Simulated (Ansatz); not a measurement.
## KI, space group Fm-3m: the levels without and with spin-orbit coupling, step by step

With the Ansatz DFT code, driven from Python.

The cells in order, each with its output:

In [1]:
```python
import ansatz as az
```

In [2]:
```python
structure = (
    az.Lattice.fcc(7.06555)
    .space_group(225)
    .atom("K", [0.0, 0.0, 0.0])
    .atom("I", [0.5, 0.0, 0.0])
    .primitive()
)
```

In [3]:
```python
[site.symbol for site in structure.resolved().sites]
```
Out [3]:
```text
['K', 'I']
```

In [4]:
```python
calc = (
    structure.calculation()
    .kpoints(length=16)
    .occupations("fixed")
    .basis(510)
    .functional(az.Functional.PBESOL)
    .band_table()
)
for label, variant in (("scalar-relativistic", calc), ("spin-orbit", calc.spin(soc=True))):
    r = variant.run(threads=1).report
    zero = r["band_edges_ev"][0] if r.get("band_edges_ev") else r["fermi_energy_ev"]
    near = [round(e - zero, 3) for e in r["eigenvalues_ev"][0] if abs(e - zero) < 2]
    print(label)
    print("  band edges (eV):", [round(e, 3) for e in r.get("band_edges_ev") or []] or "none reported")
    print("  levels at k =", r["kpoints_frac"][0], "within 2 eV of the zero:", near)
```
```text
scalar-relativistic
  band edges (eV): [2.172, 5.99]
  levels at k = [0.0, 0.0, 0.0] within 2 eV of the zero: [-0.0, -0.0, 0.0]
spin-orbit
  band edges (eV): [2.495, 5.989]
  levels at k = [0.0, 0.0, 0.0] within 2 eV of the zero: [-1.036, -1.036, -0.0, -0.0, 0.0, 0.0]
```

Caveats:
- The structure is a deposited one; some such entries were measured under pressure or heat, so a shift against it needn't be the functional's error alone.
- Gaps and levels are Kohn-Sham values on a finite set of k-points.
- With spin-orbit coupling each level holds one electron and, with inversion or at time-reversal points, comes in pairs; a window in energy can cut a split set.
- Wall time of the script: 6.2 s on 1 thread of Arm Neoverse V1, with other jobs on the host, peak memory 0.55 GiB.

(Lines on the test bed's own set-up are left out of the output.)
